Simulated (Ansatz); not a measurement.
# Is this Ca₂H₃ structure a true minimum?

The calculation used Ansatz 0.2.0, DFT PBE, scalar-relativistic, plane waves, PAW. Settings: cutoff 420 eV, Γ-centred mesh 12×12×6 on the computed 5-atom cell, Gaussian smearing of 0.10 eV; no spin polarisation.

The cell below (5 atoms, P-3m1 (No. 164)) is relaxed within its symmetry. It is a trial structure, and others of Ca₂H₃ can lie lower.

```
CELL_PARAMETERS angstrom
3.77808 0.00000 0.00000
-1.88904 3.27192 0.00000
0.00000 0.00000 5.86409
ATOMIC_POSITIONS crystal
Ca 0.33333 0.66667 0.25866
Ca 0.66667 0.33333 0.74134
H 0.00000 0.00000 0.00000
H 0.33333 0.66667 0.65412
H 0.66667 0.33333 0.34588
```

For the test it was strained at random by about 1.5 %, the atoms were moved at random (σ = 0.10 Å), and all was relaxed without symmetry on a coarse k mesh with 0.1 eV smearing.

The k mesh leaves about 4 meV/atom of noise in metals.

Problem. Is the structure stable against such a distortion?

Solution. It returns to P-3m1 (No. 164), within 1 meV/atom of the start's energy. No instability shows in this cell, though one random start can't exclude a very soft mode.

Cost: 3 runs of about 1.4 core-minutes in all, on Arm Neoverse V1 (shared hosts).